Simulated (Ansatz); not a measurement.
Ni:

```xyz
2
Lattice="2.4480 0.0000 0.0000 -1.2240 2.1201 0.0000 0.0000 0.0000 4.0728" Properties=species:S:1:pos:R:3 pbc="T T T"
Ni    1.2240    0.7067    3.0546
Ni    0.0000    1.4134    1.0182
```

This isn't the form of Ni at room conditions, which is fcc.

Program: Ansatz 0.2.0. Alike in all runs: task band structure; potentials or basis all-electron LAPW, scalar-relativistic; spin collinear, ferromagnetic start; cell as given; k mesh 12 × 12 × 7; cutoff (eV) 323; smearing fermi-dirac 0.05 eV; basis error allowed 0.001 eV/atom.

**Question.** Order these runs on this cell by their pressure, lowest first.
A. level PBEsol
B. level PBE
C. level LDA

**Answer.** C (-11.0 GPa), A (-3.0 GPa), B (7.3 GPa).
